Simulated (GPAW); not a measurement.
# GaN (F-43m) in GPAW: further runs

Aim: see how the results for GaN move with the level of theory and the settings. Levels: LDA, PBE. Tasks: relaxation of cell and atoms, single point.

All numbers are computed with GPAW 26.7.0; they aren't measurements. Logs are shortened: lines on timing, memory, paths and dates and some standing lists are left out, and cuts for length are marked. The log counts tension as positive stress, the text compression.

## (1) The structure

The structure is cubic, space group F-43m (No. 216). The conventional cell has a = 4.507 Å, b = 4.507 Å, c = 4.507 Å, α = 90.00°, β = 90.00°, γ = 90.00°. Ga (site symmetry -43m) has 4 N at 1.95 Å as nearest neighbours. Around N (site symmetry -43m) lie 4 Ga at 1.95 Å.

The cell is a database's computed one.

## (2) Relaxation of cell and atoms, LDA (volume scaled by 0.92)

Input file run.py:

```python
from ase import Atoms
from ase.filters import FrechetCellFilter
from ase.io import write
from ase.optimize import LBFGS
from gpaw import GPAW, PW

atoms = Atoms(['Ga', 'N'],
              cell=[[3.0995736, 0.0, 0.0],
                    [1.5497868, 2.6843094785, 0.0],
                    [1.5497868, 0.8947698262, 2.5307912467]],
              scaled_positions=[[0.0, 0.0, 0.0],
                                [0.25, 0.25, 0.25]],
              pbc=True)

calc = GPAW(mode=PW(800),
            xc='LDA',
            kpts={'size': (10, 10, 10), 'gamma': True},
            occupations={'name': 'improved-tetrahedron-method'},
            nbands=11,
            convergence={'density': 1e-05, 'forces': 0.0001},
            maxiter=150,
            txt='gpaw.txt')
atoms.calc = calc
opt = LBFGS(FrechetCellFilter(atoms), trajectory='relax.traj', logfile='-')
done = opt.run(fmax=0.01, steps=40)
calc.write('gs.gpw')
write('result.traj', atoms)
print('Converged:', done)
print('Cell:', atoms.cell.cellpar().round(4))
print('Volume:', round(atoms.get_volume(), 4))
print(atoms.get_scaled_positions().round(5))
```

Potentials or basis: the program's PAW data sets (release 1.2.1) made for this functional, pw.

Launch:

```sh
OMP_NUM_THREADS=1 python run.py
```

gpaw.txt:

```text
__  _  _
 | _ |_)|_||  |
 |__||  | ||/\| - 26.7.0

Input parameters:
  mode=PW(ecut=800.0),
  convergence={'density': 1e-05, 'forces': 0.0001},
  kpts=MonkhorstPack(size=(10, 10, 10), gamma=True),
  maxiter=150,
  nbands=11,
  occupations=Occupations(name='improved-tetrahedron-method'),
  xc=XC(name='LDA')

Diagonalizing LCAO Hamiltonian
Converting LCAO to pw mode

            N
       Ga

Atoms  # Å, Bohr magnetons
|   | symbol |        x |        y |        z |    initial magnetic moments |
|---|--------|----------|----------|----------|-----------------------------|
| 0 |     Ga | 0.000000 | 0.000000 | 0.000000 | ( 0.0000,  0.0000,  0.0000) |
| 1 |      N | 1.549787 | 0.894770 | 0.632698 | ( 0.0000,  0.0000,  0.0000) |

Unit cell  # Å
| periodic |        x |        y |        z |  lengths |    angles |
|----------|----------|----------|----------|----------|-----------|
|      yes | 3.099574 | 0.000000 | 0.000000 | 3.099574 | 60.000000 |
|      yes | 1.549787 | 2.684309 | 0.000000 | 3.099574 | 60.000000 |
|      yes | 1.549787 | 0.894770 | 2.530791 | 3.099574 | 60.000000 |

Number of symmetries: 24
Symmetry operations  # r_c * U_cc + t_c -> r_c
|    | kind |            matrix            |
|----|------|------------------------------|
|  0 |  E   |  1, 0, 0,  0, 1, 0,  0, 0, 1 |
|  1 |  σ   |  1, 0, 0,  0, 0, 1,  0, 1, 0 |
|  2 |  σ   |  1, 0,-1,  0, 1,-1,  0, 0,-1 |
|  3 |  C3  |  1, 0,-1,  0, 0,-1,  0, 1,-1 |
|  4 |  C3  |  1,-1, 0,  0,-1, 1,  0,-1, 0 |
|  5 |  σ   |  1,-1, 0,  0,-1, 0,  0,-1, 1 |
|  6 |  σ   |  0, 1, 0,  1, 0, 0,  0, 0, 1 |
|  7 |  C3  |  0, 1, 0,  0, 0, 1,  1, 0, 0 |
|  8 |  C2  |  0, 1,-1,  1, 0,-1,  0, 0,-1 |
|  9 |  S4  |  0, 1,-1,  0, 0,-1,  1, 0,-1 |
| 10 |  C3  |  0, 0, 1,  1, 0, 0,  0, 1, 0 |
| 11 |  σ   |  0, 0, 1,  0, 1, 0,  1, 0, 0 |
| 12 |  S4  |  0, 0,-1,  1, 0,-1,  0, 1,-1 |
| 13 |  C3  |  0, 0,-1,  0, 1,-1,  1, 0,-1 |
[... 113 lines left out ...]
density mixing:
  MSR1-Mixer
  Pratt-step length: 0.05
  Maximum mixing coefficient: 0.75
  Old densities: 10
  SVD Regularization: 0.005
  Good broyden scale: 1.0
  Trust region scale: 1.0
  Backstep threshold: 4.0
  History deletion threshold: 6.0
  Fourier metric: weight=20.0, sigma=0.015

occupation numbers:
  TetrahedronMethod(rcell=[[0.322625021712664, -0.1862676431330867, -0.13171111357436968], [0.0, 0.3725352862661734, -0.13171111358172977], [0.0, 0.0, 0.39513334073046913]], size=[10, 10, 10], bz2ibzmap=[28, 27, 26, 25, 24, 42, 23, 22, 21, 40, 27, 20, 19, 18, 25, 37, 35, 17, 16, 39, 26, 19, 15, 19, 26, 38, 14, 29, 14, 38, 25, 18, 19, 20, 27, 39, 16, 17, 35, 37, 24, 25, 26, 27, 28, 40, 21, 22, 23, 42, 42, 37, 38, 39, 40, 45, 33, 34, 35, 36, 23, 35, 14, 16, 21, 33, 21, 16, 14, 35, 22, 17, 29, 17, 22, 34, 16, 13, 16, 34, 21, 16, 14, 35, 23, 35, 14, 16, 21, 33, 40, 39, 38, 37, 42, 36, 35, 34, 33, 45, 27, 20, 19, 18, 25, 37, 35, 17, 16, 39, 20, 12, 11, 10, 9, 25, 43, 22, 13, 32, 19, 11, 8, 7, 10, 18, 38, 34, 16, 31, 18, 10, 7, 8, 11, 19, 31, 16, 34, 38, 25, 9, 10, 11, 12, 20, 32, 13, 22, 43, 37, 25, 18, 19, 20, 27, 39, 16, 17, 35, 35, 43, 38, 31, 32, 39, 44, 34, 29, 30, 17, 22, 34, 16, 13, 16, 34, 22, 17, 29, 16, 13, 16, 34, 22, 17, 29, 17, 22, 34, 39, 32, 31, 38, 43, 35, 30, 29, 34, 44, 26, 19, 15, 19, 26, 38, 14, 29, 14, 38, 19, 11, 8, 7, 10, 18, 38, 34, 16, 31, 15, 8, 6, 5, 4, 10, 26, 44, 21, 32, 19, 7, 5, 3, 5, 7, 19, 39, 33, 39, 26, 10, 4, 5, 6, 8, 15, 32, 21, 44, 38, 18, 10, 7, 8, 11, 19, 31, 16, 34, 14, 38, 26, 19, 15, 19, 26, 38, 14, 29, 29, 34, 44, 39, 32, 31, 38, 43, 35, 30, 14, 16, 21, 33, 21, 16, 14, 35, 23, 35, 38, 31, 32, 39, 44, 34, 29, 30, 35, 43, 25, 18, 19, 20, 27, 39, 16, 17, 35, 37, 18, 10, 7, 8, 11, 19, 31, 16, 34, 38, 19, 7, 5, 3, 5, 7, 19, 39, 33, 39, 20, 8, 3, 2, 1, 5, 11, 27, 45, 40, 27, 11, 5, 1, 2, 3, 8, 20, 40, 45, 39, 19, 7, 5, 3, 5, 7, 19, 39, 33, 16, 31, 19, 11, 8, 7, 10, 18, 38, 34, 17, 16, 39, 27, 20, 19, 18, 25, 37, 35, 35, 34, 33, 45, 40, 39, 38, 37, 42, 36, 37, 38, 39, 40, 45, 33, 34, 35, 36, 42, 24, 25, 26, 27, 28, 40, 21, 22, 23, 42, 25, 9, 10, 11, 12, 20, 32, 13, 22, 43, 26, 10, 4, 5, 6, 8, 15, 32, 21, 44, 27, 11, 5, 1, 2, 3, 8, 20, 40, 45, 28, 12, 6, 2, 0, 2, 6, 12, 28, 46, 40, 20, 8, 3, 2, 1, 5, 11, 27, 45, 21, 32, 15, 8, 6, 5, 4, 10, 26, 44, 22, 13, 32, 20, 12, 11, 10, 9, 25, 43, 23, 22, 21, 40, 28, 27, 26, 25, 24, 42, 42, 43, 44, 45, 46, 45, 44, 43, 42, 41, 42, 37, 38, 39, 40, 45, 33, 34, 35, 36, 37, 25, 18, 19, 20, 27, 39, 16, 17, 35, 38, 18, 10, 7, 8, 11, 19, 31, 16, 34, 39, 19, 7, 5, 3, 5, 7, 19, 39, 33, 40, 20, 8, 3, 2, 1, 5, 11, 27, 45, 45, 27, 11, 5, 1, 2, 3, 8, 20, 40, 33, 39, 19, 7, 5, 3, 5, 7, 19, 39, 34, 16, 31, 19, 11, 8, 7, 10, 18, 38, 35, 17, 16, 39, 27, 20, 19, 18, 25, 37, 36, 35, 34, 33, 45, 40, 39, 38, 37, 42, 23, 35, 14, 16, 21, 33, 21, 16, 14, 35, 35, 43, 38, 31, 32, 39, 44, 34, 29, 30, 14, 38, 26, 19, 15, 19, 26, 38, 14, 29, 16, 31, 19, 11, 8, 7, 10, 18, 38, 34, 21, 32, 15, 8, 6, 5, 4, 10, 26, 44, 33, 39, 19, 7, 5, 3, 5, 7, 19, 39, 21, 44, 26, 10, 4, 5, 6, 8, 15, 32, 16, 34, 38, 18, 10, 7, 8, 11, 19, 31, 14, 29, 14, 38, 26, 19, 15, 19, 26, 38, 35, 30, 29, 34, 44, 39, 32, 31, 38, 43, 22, 17, 29, 17, 22, 34, 16, 13, 16, 34, 17, 22, 34, 16, 13, 16, 34, 22, 17, 29, 29, 34, 44, 39, 32, 31, 38, 43, 35, 30, 17, 16, 39, 27, 20, 19, 18, 25, 37, 35, 22, 13, 32, 20, 12, 11, 10, 9, 25, 43, 34, 16, 31, 19, 11, 8, 7, 10, 18, 38, 16, 34, 38, 18, 10, 7, 8, 11, 19, 31, 13, 22, 43, 25, 9, 10, 11, 12, 20, 32, 16, 17, 35, 37, 25, 18, 19, 20, 27, 39, 34, 29, 30, 35, 43, 38, 31, 32, 39, 44, 21, 16, 14, 35, 23, 35, 14, 16, 21, 33, 16, 13, 16, 34, 22, 17, 29, 17, 22, 34, 14, 16, 21, 33, 21, 16, 14, 35, 23, 35, 35, 34, 33, 45, 40, 39, 38, 37, 42, 36, 23, 22, 21, 40, 28, 27, 26, 25, 24, 42, 35, 17, 16, 39, 27, 20, 19, 18, 25, 37, 14, 29, 14, 38, 26, 19, 15, 19, 26, 38, 16, 17, 35, 37, 25, 18, 19, 20, 27, 39, 21, 22, 23, 42, 24, 25, 26, 27, 28, 40, 33, 34, 35, 36, 42, 37, 38, 39, 40, 45, 40, 39, 38, 37, 42, 36, 35, 34, 33, 45, 39, 32, 31, 38, 43, 35, 30, 29, 34, 44, 38, 31, 32, 39, 44, 34, 29, 30, 35, 43, 37, 38, 39, 40, 45, 33, 34, 35, 36, 42, 42, 43, 44, 45, 46, 45, 44, 43, 42, 41, 36, 35, 34, 33, 45, 40, 39, 38, 37, 42, 35, 30, 29, 34, 44, 39, 32, 31, 38, 43, 34, 29, 30, 35, 43, 38, 31, 32, 39, 44, 33, 34, 35, 36, 42, 37, 38, 39, 40, 45, 45, 44, 43, 42, 41, 42, 43, 44, 45, 46], parallel_layout=<1x1x1>)

poisson solver:
  ecut: 6400.0  # eV

xc functional:
  name: None

convergence criteria:
- Maximum integral of absolute [dens]ity change: 1e-05 electrons / valence electron
- Maximum change in the atomic [forces] across last 2 cycles: 0.0001 eV/Ang OR
Maximum error relative to the maximum force is below inf
- Maximum [total energy] change in last 3 cyles: 0.0005 eV / valence electron
- Maximum integral of absolute [eigenst]ate change: 4e-08 eV^2 / valence electron
maximum number of iterations: 150
[... 54 lines left out ...]
Stress tensor  # eV/Ang^3
|         x |         y |         z |
|-----------|-----------|-----------|
| -0.143765 |  0.000000 |  0.000000 |
|  0.000000 | -0.143765 |  0.000000 |
|  0.000000 |  0.000000 | -0.143765 |

Forces  # eV/Ang
|        x |        y |        z |
|----------|----------|----------|
| -0.00000 | -0.00000 | -0.00000 |  # Ga   0
|  0.00000 |  0.00000 |  0.00000 |  # N    1

Interpolating wave functions to new cell

            N
       Ga

Atoms  # Å, Bohr magnetons
|   | symbol |         x |         y |         z |    initial magnetic moments |
|---|--------|-----------|-----------|-----------|-----------------------------|
| 0 |     Ga | -0.000000 | -0.000000 | -0.000000 | ( 0.0000,  0.0000,  0.0000) |
| 1 |      N |  1.566633 |  0.904496 |  0.639575 | ( 0.0000,  0.0000,  0.0000) |

Unit cell  # Å
| periodic |        x |         y |         z |  lengths |    angles |
|----------|----------|-----------|-----------|----------|-----------|
|      yes | 3.133266 | -0.000000 | -0.000000 | 3.133266 | 60.000000 |
|      yes | 1.566633 |  2.713488 | -0.000000 | 3.133266 | 60.000000 |
|      yes | 1.566633 |  0.904496 |  2.558301 | 3.133266 | 60.000000 |

Number of symmetries: 24
Symmetry operations  # r_c * U_cc + t_c -> r_c
|    | kind |            matrix            |
|----|------|------------------------------|
|  0 |  E   |  1, 0, 0,  0, 1, 0,  0, 0, 1 |
|  1 |  σ   |  1, 0, 0,  0, 0, 1,  0, 1, 0 |
|  2 |  σ   |  1, 0,-1,  0, 1,-1,  0, 0,-1 |
|  3 |  C3  |  1, 0,-1,  0, 0,-1,  0, 1,-1 |
|  4 |  C3  |  1,-1, 0,  0,-1, 1,  0,-1, 0 |
|  5 |  σ   |  1,-1, 0,  0,-1, 0,  0,-1, 1 |
|  6 |  σ   |  0, 1, 0,  1, 0, 0,  0, 0, 1 |
|  7 |  C3  |  0, 1, 0,  0, 0, 1,  1, 0, 0 |
|  8 |  C2  |  0, 1,-1,  1, 0,-1,  0, 0,-1 |
|  9 |  S4  |  0, 1,-1,  0, 0,-1,  1, 0,-1 |
| 10 |  C3  |  0, 0, 1,  1, 0, 0,  0, 1, 0 |
| 11 |  σ   |  0, 0, 1,  0, 1, 0,  1, 0, 0 |
| 12 |  S4  |  0, 0,-1,  1, 0,-1,  0, 1,-1 |
| 13 |  C3  |  0, 0,-1,  0, 1,-1,  1, 0,-1 |
[... 193 lines left out ...]
Stress tensor  # eV/Ang^3
|         x |         y |         z |
|-----------|-----------|-----------|
| -0.083796 | -0.000000 | -0.000000 |
| -0.000000 | -0.083796 |  0.000000 |
| -0.000000 |  0.000000 | -0.083796 |

Forces  # eV/Ang
|        x |        y |       z |
|----------|----------|---------|
| -0.00000 | -0.00000 | 0.00000 |  # Ga   0
| -0.00000 |  0.00000 | 0.00000 |  # N    1

Interpolating wave functions to new cell

            N
       Ga

Atoms  # Å, Bohr magnetons
|   | symbol |         x |         y |        z |    initial magnetic moments |
|---|--------|-----------|-----------|----------|-----------------------------|
| 0 |     Ga | -0.000000 | -0.000000 | 0.000000 | ( 0.0000,  0.0000,  0.0000) |
| 1 |      N |  1.592472 |  0.919414 | 0.650124 | ( 0.0000,  0.0000,  0.0000) |

Unit cell  # Å
| periodic |        x |        y |         z |  lengths |    angles |
|----------|----------|----------|-----------|----------|-----------|
|      yes | 3.184944 | 0.000000 |  0.000000 | 3.184944 | 60.000000 |
|      yes | 1.592472 | 2.758243 | -0.000000 | 3.184944 | 60.000000 |
|      yes | 1.592472 | 0.919414 |  2.600496 | 3.184944 | 60.000000 |

Number of symmetries: 24
Symmetry operations  # r_c * U_cc + t_c -> r_c
|    | kind |            matrix            |
|----|------|------------------------------|
|  0 |  E   |  1, 0, 0,  0, 1, 0,  0, 0, 1 |
|  1 |  σ   |  1, 0, 0,  0, 0, 1,  0, 1, 0 |
|  2 |  σ   |  1, 0,-1,  0, 1,-1,  0, 0,-1 |
|  3 |  C3  |  1, 0,-1,  0, 0,-1,  0, 1,-1 |
|  4 |  C3  |  1,-1, 0,  0,-1, 1,  0,-1, 0 |
|  5 |  σ   |  1,-1, 0,  0,-1, 0,  0,-1, 1 |
|  6 |  σ   |  0, 1, 0,  1, 0, 0,  0, 0, 1 |
|  7 |  C3  |  0, 1, 0,  0, 0, 1,  1, 0, 0 |
|  8 |  C2  |  0, 1,-1,  1, 0,-1,  0, 0,-1 |
|  9 |  S4  |  0, 1,-1,  0, 0,-1,  1, 0,-1 |
| 10 |  C3  |  0, 0, 1,  1, 0, 0,  0, 1, 0 |
| 11 |  σ   |  0, 0, 1,  0, 1, 0,  1, 0, 0 |
| 12 |  S4  |  0, 0,-1,  1, 0,-1,  0, 1,-1 |
| 13 |  C3  |  0, 0,-1,  0, 1,-1,  1, 0,-1 |
[... 194 lines left out ...]
Stress tensor  # eV/Ang^3
|         x |         y |         z |
|-----------|-----------|-----------|
| -0.007814 |  0.000000 | -0.000000 |
|  0.000000 | -0.007814 |  0.000000 |
|  0.000000 |  0.000000 | -0.007814 |

Forces  # eV/Ang
|        x |       y |        z |
|----------|---------|----------|
|  0.00000 | 0.00000 | -0.00000 |  # Ga   0
| -0.00000 | 0.00000 |  0.00000 |  # N    1

Interpolating wave functions to new cell

            N
       Ga

Atoms  # Å, Bohr magnetons
|   | symbol |         x |         y |         z |    initial magnetic moments |
|---|--------|-----------|-----------|-----------|-----------------------------|
| 0 |     Ga | -0.000000 | -0.000000 | -0.000000 | ( 0.0000,  0.0000,  0.0000) |
| 1 |      N |  1.595303 |  0.921049 |  0.651280 | ( 0.0000,  0.0000,  0.0000) |

Unit cell  # Å
| periodic |        x |        y |         z |  lengths |    angles |
|----------|----------|----------|-----------|----------|-----------|
|      yes | 3.190606 | 0.000000 |  0.000000 | 3.190606 | 60.000000 |
|      yes | 1.595303 | 2.763146 | -0.000000 | 3.190606 | 60.000000 |
|      yes | 1.595303 | 0.921049 |  2.605119 | 3.190606 | 60.000000 |

Number of symmetries: 24
Symmetry operations  # r_c * U_cc + t_c -> r_c
|    | kind |            matrix            |
|----|------|------------------------------|
|  0 |  E   |  1, 0, 0,  0, 1, 0,  0, 0, 1 |
|  1 |  σ   |  1, 0, 0,  0, 0, 1,  0, 1, 0 |
|  2 |  σ   |  1, 0,-1,  0, 1,-1,  0, 0,-1 |
|  3 |  C3  |  1, 0,-1,  0, 0,-1,  0, 1,-1 |
|  4 |  C3  |  1,-1, 0,  0,-1, 1,  0,-1, 0 |
|  5 |  σ   |  1,-1, 0,  0,-1, 0,  0,-1, 1 |
|  6 |  σ   |  0, 1, 0,  1, 0, 0,  0, 0, 1 |
|  7 |  C3  |  0, 1, 0,  0, 0, 1,  1, 0, 0 |
|  8 |  C2  |  0, 1,-1,  1, 0,-1,  0, 0,-1 |
|  9 |  S4  |  0, 1,-1,  0, 0,-1,  1, 0,-1 |
| 10 |  C3  |  0, 0, 1,  1, 0, 0,  0, 1, 0 |
| 11 |  σ   |  0, 0, 1,  0, 1, 0,  1, 0, 0 |
| 12 |  S4  |  0, 0,-1,  1, 0,-1,  0, 1,-1 |
| 13 |  C3  |  0, 0,-1,  0, 1,-1,  1, 0,-1 |
[... 193 lines left out ...]
Stress tensor  # eV/Ang^3
|         x |         y |         z |
|-----------|-----------|-----------|
| -0.000524 |  0.000000 |  0.000000 |
| -0.000000 | -0.000524 |  0.000000 |
|  0.000000 |  0.000000 | -0.000524 |

Forces  # eV/Ang
|       x |        y |        z |
|---------|----------|----------|
| 0.00000 |  0.00000 |  0.00000 |  # Ga   0
| 0.00000 | -0.00000 | -0.00000 |  # N    1

# Writing to gs.gpw (mode='')
```

It took 37 s on 1 thread of Intel Xeon Platinum 8375C at 2.90GHz (Ice Lake), shared host; peak memory 0.2 GiB.

What came out:

| Quantity | Value |
| --- | --- |
| Free energy | -13.8810 eV |
| Relaxed volume | 11.48 Å³/atom |
| Relaxed cell | a = 3.191 Å, b = 3.191 Å, c = 3.191 Å, α = 60.00°, β = 60.00°, γ = 60.00° |
| Space group after relaxing (to 0.05 Å) | F-43m (No. 216) |
| Energy gained by relaxing | 67.7 meV/atom |
| Ionic steps | 4 |
| Pressure after relaxing | 0.1 GPa |
| Band gap on the k mesh | 1.86 eV, direct |

Step by step:
```tsv
step	energy change (eV)	largest force (eV/Å)	pressure (GPa)	volume (Å³)
1	0.0000	0.0000	23.03	21.06
2	-0.0816	0.0000	13.43	21.75
3	-0.1345	0.0000	1.25	22.84
4	-0.1354	0.0000	0.08	22.97
```

Final structure:
```
CELL_PARAMETERS angstrom
3.19061 0.00000 0.00000
1.59530 2.76315 0.00000
1.59530 0.92105 2.60512
ATOMIC_POSITIONS crystal
Ga 0.00000 0.00000 0.00000
N 0.25000 0.25000 0.25000
```

Caveat: the data sets keep Ga 3d, Li 1s and Be 1s frozen, and some such compounds lay over 1.5 % in volume off other programs; later steps reuse the first step's grids.

## (3) Single point, PBE

Input file run.py:

```python
from ase.dft.bandgap import bandgap
from ase.io import write
from ase.spacegroup import crystal
from ase.units import GPa
from gpaw import GPAW, PW

# Ga 4a
# N 4d
atoms = crystal(['Ga', 'N'],
                basis=[[0.0, 0.0, 0.0],
                       [0.25, 0.25, 0.75]],
                spacegroup=216, setting=1,  # F-43m
                cellpar=[4.50700122, 4.50700122, 4.50700122, 90.0, 90.0, 90.0],
                primitive_cell=True)

calc = GPAW(mode=PW(800),
            xc='PBE',
            kpts={'size': (13, 13, 13), 'gamma': True},
            occupations={'name': 'fermi-dirac', 'width': 0.05},
            nbands=11,
            convergence={'density': 1e-05, 'energy': 1e-05},
            maxiter=60,
            txt='gpaw.txt')
atoms.calc = calc
energy = atoms.get_potential_energy()
forces = atoms.get_forces()
stress = atoms.get_stress()
calc.write('gs.gpw')
write('result.traj', atoms)
print(f'Energy: {energy:.6f} eV')
print('Forces (eV/A):')
print(forces.round(4))
print('Stress (GPa):', (stress / GPa).round(3))
print('Fermi level:', round(calc.get_fermi_level(), 4), 'eV')
print(f'Gap: {bandgap(calc)[0]:.4f} eV, direct: {bandgap(calc, direct=True)[0]:.4f} eV')
```

Potentials or basis: GPAW PAW data sets (gpaw-data 1.2.1), pw.

Launch:

```sh
OMP_NUM_THREADS=1 python run.py
```

It took 24 s on 1 thread of Arm Neoverse V1, shared host; peak memory 0.17 GiB.

It converged, with:

```
Free energy            : -12.0824 eV
Pressure               : 12.6 GPa
Band gap on the k mesh : 1.84 eV, direct
```

Levels at points of the mesh, in eV from the valence-band top:
| k point | band 2 | band 3 | band 4 | band 5 | band 6 | band 7 |
| --- | --- | --- | --- | --- | --- | --- |
| (0.00, 0.00, 0.00) | 0.00 | 0.00 | 0.00 | 1.84 | 10.41 | 10.41 |

Caveat: the data sets keep Ga 3d, Li 1s and Be 1s frozen, and some such compounds lay over 1.5 % in volume off other programs.
